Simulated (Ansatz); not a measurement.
## How fast states decay through KF

Aim: the decay constants that govern tunnelling through KF.

Main program and level: Ansatz 0.2.0; PBE DFT, plane waves, PAW files, in the first sound run; inputs show where later runs differ.

## (1) Starting point

It takes space group Pm-3m (No. 221, cubic). Conventional cell: a = 3.259 Å, b = 3.259 Å, c = 3.259 Å, α = 90.00°, β = 90.00°, γ = 90.00°. K has 8 F at 2.82 Å nearest. Nearest to F lie 8 K at 2.82 Å. Farther neighbours and most contacts between anions are not listed.

## (2) The bulk crystal and its band edges

The energy window and the wavevectors of the next steps follow from the band edges, so these are searched first, off the mesh as well.

Input file input.yaml:

```yaml
crystal:
  lattice:
    - [3.258955, 0.0, 0.0]
    - [0.0, 3.258955, 0.0]
    - [0.0, 0.0, 3.258955]
  atoms:
    - { symbol: K, position: [0.0, 0.0, 0.0] }
    - { symbol: F, position: [0.5, 0.5, 0.5] }
kpoints:
  mp_grid: { grid: [7, 7, 7] }
  band_path: { path: [VBM, CBM], npoints: 30 }
scf:
  occupations: { method: fixed }
hamiltonian:
  xc: pbe
output:
  eigenvalues: true
```

Command:

```
$ ansatz run input.yaml --threads 2 --pin off --max-ram 4096MiB --backend cpu --events-out ev --progress --plain --runs-dir out
```

Numbers of over 12 decimals in the logs are rounded to 6 here.

What it wrote:

```text
Engine: ansatz 0.2.0, aarch64-unknown-linux-gnu
Pseudopotentials: kind: paw
Pseudopotential: K, paw, valence charge 9, recommended cutoff 420 eV (normal), K.paw.azcp
Pseudopotential: F, paw, valence charge 7, recommended cutoff 420 eV (normal), F.paw.azcp
Functional definition: PBE
  parameter kappa = 0.804
  parameter beta = 0.066725
  exchange = pbe_x(kappa = kappa, mu = beta*pi^2/3)
  correlation = pbe_c(beta = beta)
Crystal: 2 atoms, lattice volume = 34.613 Å³
Basis set: ecut = 420 eV, 691 PW (Γ)
Bands: 12, of which v1, the nominal top of the filled ones, is band 8 counted from 1 (7 counted from 0)
Symmetry: 48 space group operations
Space group: Pm-3m (ITA 221), of the structure as read, at distance tolerance 3.3e-5 Å
k-points: 20 of 343
Non-local potential: K, projectors of the file, l = 0: 3, l = 1: 2, l = 2: 2
Non-local potential: F, projectors of the file, l = 0: 2, l = 1: 2, l = 2: 1
PAW form: soft (Blöchl's): semilocal exchange-correlation on the pseudo side does not see the compensation charge
PAW one-centre angular grid: K, 110 points (default); XC on 64 Gauss nodes
PAW one-centre angular grid: F, 110 points (default); XC on 64 Gauss nodes
Initial density: superposition of atomic densities (neutral atoms: chi_scale 0, normalization atom), corrected by the library's trained network
Initial wavefunctions: pseudopotential atomic-orbital guess
Functional: x = pbe(κ = 0.804, μ = 0.219515), c = pbe(β = 0.066725)
SCF iter   1: F=—  HF=-2348.597509 eV  |F-HF|=—  |Δ(HF+E_count)|=         —  Δρ=7.26e-4  dr2=2.11e-4  ethr=1.77e-3  ⟨swp⟩=4.2  Hψ=1306  notcnv=0  defer=24
preconditioner: auto → none  [insulator: Δε(μ)=6.256 eV  Ē_g=17.678 eV  n_scr=6 (ndim 8)  ℏωp=23.6 eV  f_vac=0.000  ε∞_Penn≈2.8]
SCF iter   2: F=—  HF=-2348.597107 eV  |F-HF|=—  |Δ(HF+E_count)|=   4.02e-4  Δρ=5.41e-4  dr2=1.12e-4  ethr=1.32e-6  ⟨swp⟩=2.0  Hψ=597  notcnv=0  defer=36
SCF iter   3: F=—  HF=-2348.597137 eV  |F-HF|=—  |Δ(HF+E_count)|=   3.06e-5  Δρ=5.78e-4  dr2=5.68e-5  ethr=6.98e-7  ⟨swp⟩=2.0  Hψ=424  notcnv=0  defer=36
SCF iter   4: F=—  HF=-2348.597127 eV  |F-HF|=—  |Δ(HF+E_count)|=   9.77e-6  Δρ=2.51e-4  dr2=2.26e-5  ethr=3.55e-7  ⟨swp⟩=2.0  Hψ=388  notcnv=0  defer=4
SCF iter   5: F=—  HF=-2348.597128 eV  |F-HF|=—  |Δ(HF+E_count)|=   9.39e-7  Δρ=3.94e-5  dr2=6.33e-7  ethr=1.41e-7  ⟨swp⟩=2.0  Hψ=300  notcnv=0  defer=2
SCF iter   6: F=-2348.597129 eV  HF=-2348.597129 eV  |F-HF|=4.75e-8  |Δ(HF+E_count)|=   5.72e-7  Δρ=8.18e-6  dr2=9.30e-9  ethr=6.25e-10  ⟨swp⟩=3.2  Hψ=1221  notcnv=0
SCF 1 converged in 6 iterations: F = -2348.597129 eV  dr2 = 9.30e-9
  greatest PAW one-centre occupation: 0.987 electrons in one spin orbital (limit 2), on the K atom at site 0 (counted from 0), in its partial waves of l = 0
NSCF: frozen V_eff on 20 k-points
NSCF: frozen V_eff on 20 k-points
[...]
SCF converged after 6 iterations
Free energy (F): -2348.597129 eV
Harris-Foulkes:  -2348.597129 eV  (|F-HF|=4.75e-8)
Internal energy: -2348.597129 eV  (E = F + TS)
E sigma→0 (E₀):  -2348.597129 eV
Fermi energy:    2.651787 eV
--- Per-component energies (eV) ---
  E_band       = -113.690716
  E_kinetic    = 461.678654
  E_local      = -1021.485356  (includes V_loc(G=0)·N_el)
  E_nonlocal   = 85.859166
  E_hartree    = 361.874528
  E_xc         = -216.337328
  E_vxc        = -268.923956  (∫ρ·V_xc dr)
  E_paw        = -982.082018  (= ΣΔE_a)
  E_vpaw       = -94.569464  (= ΣTr[D̂ρ^β])
  E_aug_tail   = 0.002060  (compensation charges beyond the density's cutoff)
  E_ewald      = -1038.106835
  E_smearing   = -0.000000  (= −TS)
  E_closure    = 0.000000  (closes the sum)
  Σ components = -2348.597129   (vs F -2348.597129, Δ=0.00e0)
--- Band table (eV; the first three rows and the last of 20) ---
  k-point 0: bands = [... 4 lower, -7.3717, 2.6162, 2.6162, 2.6162, 8.9414, 10.9682, 10.9682, 16.3005]
  k-point 1: bands = [... 4 lower, -7.3513, 2.3594, 2.5965, 2.5965, 9.4721, 11.1221, 11.4157, 15.9957]
  k-point 2: bands = [... 4 lower, -7.3050, 1.8558, 2.5504, 2.5504, 10.7046, 11.5123, 12.4882, 15.4210]
  k-point 19: bands = [... 4 lower, -7.9232, 1.6982, 1.6982, 1.7630, 12.9153, 13.1656, 13.1656, 16.4244]
```

It took 1.7 s on 2 threads of Arm Neoverse N1, shared host; peak memory 0.24 GiB.

Reading the cycles: dr2 is the Hartree energy of the density residual (eV), the measure of convergence; HF is the Harris–Foulkes estimate of the energy, which meets the free energy F at convergence.

This step gave:

```
free energy         : -2348.5971 eV
Fermi energy        : 2.652 eV
gap on the k-mesh   : 6.290 eV
gap on path         : 6.274 eV, by band count; negative where bands overlap
direct gap on path  : 6.325 eV
edge places on path : 0, 1.363 1/A along the path
```

Electronic bands along the path, in eV, zero at the Fermi level (highest filled level under fixed occupations); v1 is the highest filled band, c1 the lowest empty one:

| point | v3 | v2 | v1 | c1 |
| --- | --- | --- | --- | --- |
| VBM | -0.60 | -0.60 | 0.02 | 8.49 |
| halfway | -0.67 | -0.36 | -0.08 | 8.46 |
| CBM | -0.04 | -0.04 | -0.04 | 6.29 |

The electronic bands as a text plot (rows in eV; labels by their first letter):

```
    8.7 |+++++++++++++++++++++++++++
    8.3 |                           ++++++
    7.9 |                                 +++
    7.5 |                                    ++++
    7.1 |                                        ++++
    6.7 |                                            +++++
    6.3 |                                                 +++++++
    5.9 |
    5.5 |
    5.1 |
    4.7 |
    4.3 |
    3.9 |
    3.5 |
    3.1 |
    2.7 |
    2.3 |
    1.9 |
    1.5 |
    1.1 |
    0.7 |
    0.3 |
   -0.1 |********************************************************
   -0.5 |******************************************
         V                                                      C
```

The searched edges give 6.27 eV, against 6.29 eV on the mesh.

## (3) Decaying states in the gap

This step: PBE DFT, plane waves, PAW files; complex bands by layer matching along the plane's normal (Ansatz 0.2.0).

The same crystal is laid in a cell whose first two vectors span the (001) plane (indices of the standard conventional cell, whose axes can be ordered otherwise than in the bulk input). At fixed energy and wavevector in the plane the solver finds all kz, real and complex. A few wavevectors are listed, (0, 0), (0, -0.5) and (-0.5, -0.5) in units of the plane's reciprocal vectors; the slowest state needn't be among them.

input.yaml, the sections that differ from step 2:

```yaml
kpoints:
  mp_grid: { grid: [7, 7, 7] }
output:
  eigenvalues: true
  transmission:
    leads: [[0, 0]]
    kpoints: [[0.0, 0.0], [0.0, -0.5], [-0.5, -0.5]]
    e_range: [-1.0, 7.27]
    de: 0.17
# crystal, scf, hamiltonian: as in step 2
```

What it wrote:

```text
[...]
Crystal: 2 atoms, lattice volume = 34.613 Å³
Basis set: ecut = 420 eV, 691 PW (Γ)
Bands: 12, of which v1, the nominal top of the filled ones, is band 8 counted from 1 (7 counted from 0)
Symmetry: 48 space group operations
[...]
k-points: 20 of 343
[...]
SCF iter   1: F=—  HF=-2348.597509 eV  |F-HF|=—  |Δ(HF+E_count)|=         —  Δρ=7.26e-4  dr2=2.11e-4  ethr=1.77e-3  ⟨swp⟩=4.2  Hψ=1306  notcnv=0  defer=24
[...]
SCF iter   6: F=-2348.597129 eV  HF=-2348.597129 eV  |F-HF|=4.75e-8  |Δ(HF+E_count)|=   5.72e-7  Δρ=8.18e-6  dr2=9.30e-9  ethr=6.25e-10  ⟨swp⟩=3.2  Hψ=1221  notcnv=0
SCF 1 converged in 6 iterations: F = -2348.597129 eV  dr2 = 9.30e-9
[...]
transmission: 5 of 15 steps passed
transmission: 10 of 15 steps passed
transmission: 15 of 15 steps passed
SCF converged after 6 iterations
Free energy (F): -2348.597129 eV
[...]
Internal energy: -2348.597129 eV  (E = F + TS)
E sigma→0 (E₀):  -2348.597129 eV
Fermi energy:    2.651787 eV
[...]
--- Band table (eV; the first three rows and the last of 20) ---
  k-point 0: bands = [... 4 lower, -7.3717, 2.6162, 2.6162, 2.6162, 8.9414, 10.9682, 10.9682, 16.3005]
  k-point 1: bands = [... 4 lower, -7.3513, 2.3594, 2.5965, 2.5965, 9.4721, 11.1221, 11.4157, 15.9957]
  k-point 2: bands = [... 4 lower, -7.3050, 1.8558, 2.5504, 2.5504, 10.7046, 11.5123, 12.4882, 15.4210]
  k-point 19: bands = [... 4 lower, -7.9232, 1.6982, 1.6982, 1.7630, 12.9153, 13.1656, 13.1656, 16.4244]
--- Transmission ---
  basis      : 97 plane waves across, 5 finite elements along
  points     : 3, as listed
  energies   : 49 from -1.000000 to 7.160000 eV about the Fermi level, 0.170000 eV apart; the leads are filled to 3.144828 eV, and channels, transmission and decay are at 3.080000 eV
  crystal 0  : K1F1, at the sites [0, 0], period 3.2590 Å: whole cells are its period
    offset         : up to 0.0000 Å between an atom of the period and one for which it stands
    channels       : 0.000000e0 a spin
    conductance    : none, the energies end too early or step too widely for 300 K: set another output.transmission.e_range or a lower de, or, where they end at an eighth of basis.ecutwfc, a higher one
    slowest decay  : 0.5142 /Å at (0.0000, 0.0000)
```

Wall time 6.2 s (2 threads); peak memory 0.3 GiB; 12 s of CPU time.

This step gave:

| Quantity | Value |
| --- | --- |
| level to which the leads are filled | 3.145 eV from the Fermi level |
| decay constant at the filling level, zone centre | 0.5142 Å⁻¹ |
| decay constant at the filling level, slowest listed point | 0.5142 Å⁻¹ |

K parallel (0, 0); values up to 1.5 1/Å, a degenerate pair printed once or twice; energies at which all values exceed this have no row. Im kz of the slowest decaying states against energy, zero at the highest filled level on the SCF mesh:

```
energy (eV)  decay 1 (Å⁻¹)  decay 2 (Å⁻¹)  decay 3 (Å⁻¹)  decay 4 (Å⁻¹)
      -1.00          0.831          0.968              -              -
      -0.66          0.823          0.854              -              -
      -0.32          0.611          0.816              -              -
       0.02          0.121          0.427          0.807              -
       0.36          0.298          0.798          0.982           1.39
       0.70          0.382          0.788           1.26              -
       1.04          0.435          0.778           1.30              -
       1.21          0.454          0.773           1.31              -
       1.55          0.484          0.762           1.33           1.49
       1.89          0.503          0.751           1.35           1.45
       2.23          0.515          0.739           1.35           1.42
       2.57          0.519          0.727           1.36           1.38
       2.91          0.517          0.715           1.35           1.36
       3.25          0.510          0.702           1.31           1.36
       3.59          0.497          0.688           1.27           1.36
       3.93          0.479          0.674           1.23           1.35
       4.27          0.455          0.658           1.19           1.35
       4.61          0.425          0.640           1.14           1.34
       4.95          0.389          0.621           1.10           1.33
       5.12          0.367          0.610           1.07           1.33
       5.46          0.316          0.586           1.02           1.32
       5.80          0.248          0.560          0.966           1.31
       6.14          0.140          0.530          0.907           1.29
       6.48          0.495          0.842           1.28              -
       6.82          0.454          0.769           1.26              -
       7.16          0.406          0.686           1.25              -
```

K parallel (0, -0.5); values up to 1.5 1/Å, a degenerate pair printed once or twice; energies at which all values exceed this have no row. The Im kz of the slowest decaying states by energy, zero at the highest filled level on the SCF mesh:

| energy (eV) | decay 1 (Å⁻¹) | decay 2 (Å⁻¹) | decay 3 (Å⁻¹) | decay 4 (Å⁻¹) |
| --- | --- | --- | --- | --- |
| -1.00 | 0.577 | 1.01 | 1.06 | 1.16 |
| -0.66 | 0.239 | 0.856 | 1.07 | 1.12 |
| -0.32 | 0.409 | 0.570 | 1.07 | 1.08 |
| 0.02 | 0.106 | 0.328 | 0.574 | 1.05 |
| 0.36 | 0.513 | 0.679 | 0.697 | 1.01 |
| 0.70 | 0.611 | 0.754 | 0.859 | 0.985 |
| 1.04 | 0.674 | 0.810 | 0.953 | 0.958 |
| 1.21 | 0.699 | 0.833 | 0.946 | 0.987 |
| 1.55 | 0.738 | 0.871 | 0.921 | 1.03 |
| 1.89 | 0.769 | 0.898 | 0.900 | 1.02 |
| 2.23 | 0.792 | 0.876 | 0.923 | 1.00 |
| 2.57 | 0.810 | 0.855 | 0.940 | 0.985 |
| 2.91 | 0.824 | 0.833 | 0.952 | 0.965 |
| 3.25 | 0.812 | 0.835 | 0.944 | 0.960 |
| 3.59 | 0.790 | 0.843 | 0.920 | 0.965 |
| 3.93 | 0.768 | 0.849 | 0.896 | 0.966 |
| 4.27 | 0.746 | 0.852 | 0.869 | 0.965 |
| 4.61 | 0.723 | 0.840 | 0.854 | 0.960 |
| 4.95 | 0.699 | 0.809 | 0.853 | 0.953 |
| 5.12 | 0.686 | 0.793 | 0.853 | 0.948 |
| 5.46 | 0.661 | 0.758 | 0.850 | 0.936 |
| 5.80 | 0.634 | 0.720 | 0.845 | 0.922 |
| 6.14 | 0.605 | 0.679 | 0.840 | 0.904 |
| 6.48 | 0.574 | 0.633 | 0.832 | 0.882 |
| 6.82 | 0.542 | 0.583 | 0.824 | 0.856 |
| 7.16 | 0.506 | 0.525 | 0.813 | 0.824 |

K parallel (-0.5, -0.5); values up to 1.5 1/Å, a degenerate pair printed once or twice; energies at which all values exceed this have no row. The Im kz of the slowest decaying states by energy, zero at the highest filled level on the SCF mesh:

| energy (eV) | decay 1 (Å⁻¹) | decay 2 (Å⁻¹) | decay 3 (Å⁻¹) | decay 4 (Å⁻¹) |
| --- | --- | --- | --- | --- |
| -1.00 | 0.848 | - | - | - |
| -0.66 | 0.842 | - | - | - |
| -0.32 | 0.469 | 0.835 | - | - |
| 0.02 | 0.0408 | 0.654 | 0.827 | - |
| 0.36 | 0.307 | 0.776 | 0.819 | - |
| 0.70 | 0.407 | 0.810 | 0.872 | - |
| 1.04 | 0.472 | 0.800 | 0.956 | - |
| 1.21 | 0.497 | 0.795 | 0.997 | - |
| 1.55 | 0.536 | 0.784 | 1.08 | - |
| 1.89 | 0.566 | 0.772 | 1.19 | 1.45 |
| 2.23 | 0.588 | 0.759 | 1.32 | - |
| 2.57 | 0.604 | 0.746 | 1.32 | - |
| 2.91 | 0.615 | 0.731 | 1.31 | - |
| 3.25 | 0.622 | 0.716 | 1.31 | - |
| 3.59 | 0.625 | 0.699 | 1.30 | - |
| 3.93 | 0.625 | 0.682 | 1.29 | - |
| 4.27 | 0.622 | 0.663 | 1.28 | - |
| 4.61 | 0.616 | 0.643 | 1.27 | - |
| 4.95 | 0.606 | 0.622 | 1.25 | - |
| 5.12 | 0.600 | 0.611 | 1.25 | - |
| 5.46 | 0.586 | 0.587 | 1.23 | - |
| 5.80 | 0.562 | 0.568 | 1.21 | - |
| 6.14 | 0.535 | 0.545 | 1.19 | - |
| 6.48 | 0.505 | 0.518 | 1.18 | - |
| 6.82 | 0.473 | 0.486 | 1.15 | - |
| 7.16 | 0.437 | 0.446 | 1.13 | - |

At the listed wavevectors the last open channel is at -0.15 eV and the next at +6.31 eV on the grid. At +3.08 eV, the grid energy nearest the filling level (the middle of the gap on the SCF mesh), the slowest state at the listed wavevectors decays with κ = 0.514 Å⁻¹, its amplitude falling by e over 1.9 Å. Through 1 nm of this crystal that state's transmission falls by exp(−2 × 0.514 Å⁻¹ × 10 Å) = 3.4e-5.

## (4) Decay over the two-dimensional zone

The listed points could miss the slowest state, so one energy near mid-gap is solved on a mesh of 12×12.

input.yaml, the sections that differ from step 3:

```yaml
output:
  eigenvalues: true
  transmission: { leads: [[0, 0]], kmesh: [12, 12], e_range: [3.14, 3.15], de: 0.05 }
# crystal, kpoints, scf, hamiltonian: as in step 3
```

What it wrote:

```text
[...]
Crystal: 2 atoms, lattice volume = 34.613 Å³
Basis set: ecut = 420 eV, 691 PW (Γ)
Bands: 12, of which v1, the nominal top of the filled ones, is band 8 counted from 1 (7 counted from 0)
Symmetry: 48 space group operations
[...]
k-points: 20 of 343
[...]
SCF iter   1: F=—  HF=-2348.597509 eV  |F-HF|=—  |Δ(HF+E_count)|=         —  Δρ=7.26e-4  dr2=2.11e-4  ethr=1.77e-3  ⟨swp⟩=4.2  Hψ=1306  notcnv=0  defer=24
[...]
SCF iter   6: F=-2348.597129 eV  HF=-2348.597129 eV  |F-HF|=4.75e-8  |Δ(HF+E_count)|=   5.72e-7  Δρ=8.18e-6  dr2=9.30e-9  ethr=6.25e-10  ⟨swp⟩=3.2  Hψ=1221  notcnv=0
SCF 1 converged in 6 iterations: F = -2348.597129 eV  dr2 = 9.30e-9
[...]
transmission: 20 of 140 steps passed
transmission: 40 of 140 steps passed
[...]
transmission: 140 of 140 steps passed
SCF converged after 6 iterations
Free energy (F): -2348.597129 eV
[...]
Internal energy: -2348.597129 eV  (E = F + TS)
E sigma→0 (E₀):  -2348.597129 eV
Fermi energy:    2.651787 eV
[...]
--- Band table (eV; the first three rows and the last of 20) ---
  k-point 0: bands = [... 4 lower, -7.3717, 2.6162, 2.6162, 2.6162, 8.9414, 10.9682, 10.9682, 16.3005]
  k-point 1: bands = [... 4 lower, -7.3513, 2.3594, 2.5965, 2.5965, 9.4721, 11.1221, 11.4157, 15.9957]
  k-point 2: bands = [... 4 lower, -7.3050, 1.8558, 2.5504, 2.5504, 10.7046, 11.5123, 12.4882, 15.4210]
  k-point 19: bands = [... 4 lower, -7.9232, 1.6982, 1.6982, 1.7630, 12.9153, 13.1656, 13.1656, 16.4244]
--- Transmission ---
  basis      : 97 plane waves across, 5 finite elements along
  points     : 28, standing for a mesh of 12 x 12
  energies   : 1 from 3.140000 to 3.140000 eV about the Fermi level; the leads are filled to 3.144828 eV, and channels, transmission and decay are at 3.140000 eV
  crystal 0  : K1F1, at the sites [0, 0], period 3.2590 Å: whole cells are its period
[...]
channels       : 0.000000e0 a spin
    conductance    : none, crystal 0 has no channel at the energies, or these end too early or step too widely for 300 K: set another output.transmission.e_range or a lower de, or, where they end at an eighth of basis.ecutwfc, a higher one
    slowest decay  : 0.5128 /Å at (0.0000, 0.0000)
```

It took 5.2 s on 2 threads; peak memory 0.29 GiB.

Numbers from this step:

```yaml
least_decay_constant_on_the_mesh: 0.5128 Å⁻¹
```

Slowest decay constant (1/Å; 0 where a channel is open) over k1 and k2. At 3.1400 eV from the Fermi level.

Values, 12 rows by 12 columns:
```
0.636 0.646 0.678 0.729 0.780 0.802 0.804 0.802 0.780 0.729 0.678 0.646
0.681 0.678 0.683 0.706 0.743 0.769 0.772 0.769 0.743 0.706 0.683 0.678
0.742 0.729 0.706 0.693 0.696 0.705 0.710 0.705 0.696 0.693 0.706 0.729
0.793 0.780 0.743 0.696 0.654 0.625 0.615 0.625 0.654 0.696 0.743 0.780
0.816 0.802 0.769 0.705 0.625 0.563 0.540 0.563 0.625 0.705 0.769 0.802
0.819 0.804 0.772 0.710 0.615 0.540 0.513 0.540 0.615 0.710 0.772 0.804
0.816 0.802 0.769 0.705 0.625 0.563 0.540 0.563 0.625 0.705 0.769 0.802
0.793 0.780 0.743 0.696 0.654 0.625 0.615 0.625 0.654 0.696 0.743 0.780
0.742 0.729 0.706 0.693 0.696 0.705 0.710 0.705 0.696 0.693 0.706 0.729
0.681 0.678 0.683 0.706 0.743 0.769 0.772 0.769 0.743 0.706 0.683 0.678
0.636 0.646 0.678 0.729 0.780 0.802 0.804 0.802 0.780 0.729 0.678 0.646
0.620 0.636 0.681 0.742 0.793 0.816 0.819 0.816 0.793 0.742 0.681 0.636
```
Columns: k1 (b1) from -0.5 to 0.417; rows upwards: k2 (b2) from -0.5 to 0.417.

The least value on the mesh is 0.513 Å⁻¹ at +3.14 eV. At that energy the listed points give about 0.513 Å⁻¹ by interpolation, so the mesh holds no clearly slower state.

(Part 1 of 3 ends here.)

[Logs are printed without paths, hosts, clocks, repeated set-up lines and the standing remarks that a program may print on its own settings, such as how far it seeks lower states.]

[Hosts, paths, dates, database ids (printed as entryN), source tags and the programs' standing remarks are cut or masked in the printed files.]
